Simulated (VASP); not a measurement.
# Sn: convergence, self-consistent run

Sn, P-1 (no. 2), 2 atoms in the cell. PBE; PAW potentials Sn_d (PBE set). VASP 6.6.1. The atoms are moved at random off their ideal places.

Wanted: energy within 1 meV/atom; forces within 0.005 eV/Å; pressure within 0.1 GPa.

POSCAR:
```
Sn
1.0
   -2.9401404553      2.9401404553      1.5993019889
    2.9401404553     -2.9401404553      1.5993019889
    2.9401404553      2.9401404553     -1.5993019889
Sn
2
Direct
   -0.0058270000     -0.0037240000      0.0050460000
    0.7464290000      0.2508350000      0.4976150000
```

## One numerical tag moved

| One numerical tag moved | Energy less reference (meV/atom) | Forces, largest deviation (eV/Å) | Pressure (GPa) | SCF iterations | Time (s) |
|---|---|---|---|---|---|
| default | 0.0 | 0.0000 | 1.36 | 11 | 436 |
| NDAV = 2 | 0.0 | 0.0000 | 1.36 | 11 | 209 |
| LASYNC = T | 0.0 | 0.0000 | 1.36 | 11 | 247 |
| DEPER = 0.6 | 0.0 | 0.0000 | 1.38 | 13 | 223 |
| NBLK = 64 | 0.0 | 0.0000 | 1.36 | 11 | 204 |
| EBREAK = 1e-10 | 0.0 | 0.0000 | 1.36 | 11 | 210 |
| EBREAK = 0.0001 | 0.0 | 0.0000 | 1.36 | 19 | 265 |
| LCORR = F | 0.0 | 0.0004 | 1.36 | 11 | 194 |
| RANDOM_GENERATOR = pcg_32 | 0.0 | 0.0000 | 1.36 | 11 | 216 |

Chosen: default; LCORR = F would be accurate enough too and is faster here.

## The input

INCAR:
```
PREC     = Accurate       # precision mode
ENCUT    = 520            # plane-wave cutoff, eV
EDIFF    = 1E-7           # SCF threshold, eV
ISMEAR   = 1              # smearing method
SIGMA    = 0.1            # smearing width, eV
LREAL    = False          # projectors in reciprocal space
LASPH    = True           # aspherical terms in the spheres
ALGO     = Normal         # electronic algorithm
NELM     = 100            # most SCF steps
ISIF     = 2              # what is computed and relaxed
LWAVE    = False          # write WAVECAR
LCHARG   = False          # write CHGCAR
```

KPOINTS:
```
k-points
0
Gamma
  8 8 8
```

Commands:
```
cat potpaw_PBE.64/Sn_d/POTCAR > POTCAR
mpirun -np 1 vasp_std > vasp.out
```

The chosen input took VASP 6.6.1 436 s on 1 core (Intel Xeon Platinum 8259CL @ 2.50GHz (Skylake/Cascade Lake)), a shared host.
